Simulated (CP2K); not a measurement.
The system is ZnO (zincite).

```xyz
4
Lattice="3.2493 0.0000 0.0000 -1.6247 2.8140 0.0000 0.0000 0.0000 5.2057" Properties=species:S:1:pos:R:3 pbc="T T T"
Zn    1.6247    0.9380    0.0000
Zn    0.0000    1.8760    2.6029
O     0.0000    1.8760    4.5759
O     1.6247    0.9380    1.9730
```

Base run:

```yaml
Program: CP2K 2026.2
Functional: TPSS
Potentials_or_basis: POTENTIAL_UZH Zn GTH-PBE-q12, O GTH-PBE-q6; TZVP-MOLOPT-PBE-GTH basis
Density_cutoff: 11565 eV
k_mesh: 9 × 9 × 5
Occupations: fermi-dirac, width 0.05 eV
Spin: no spin polarisation
```

Its results: band gap on the k mesh 0.74 eV, direct; pressure 2.7 GPa; largest force 0.077 eV/Å.

Question: The run is repeated on the same cell with these changes: functional from TPSS to PBEsol. What comes out?

Answer: Band gap on the k mesh 0.61 eV, direct; pressure 0.4 GPa; largest force 0.065 eV/Å.

TPSS gives the wider gap, since meta-GGAs in the generalised Kohn-Sham scheme recover part of the derivative discontinuity.

Caveats: the potentials were made for another functional, which shifts forces and pressure; the basis of atomic orbitals isn't converged, which shifts pressures, moduli and gaps.

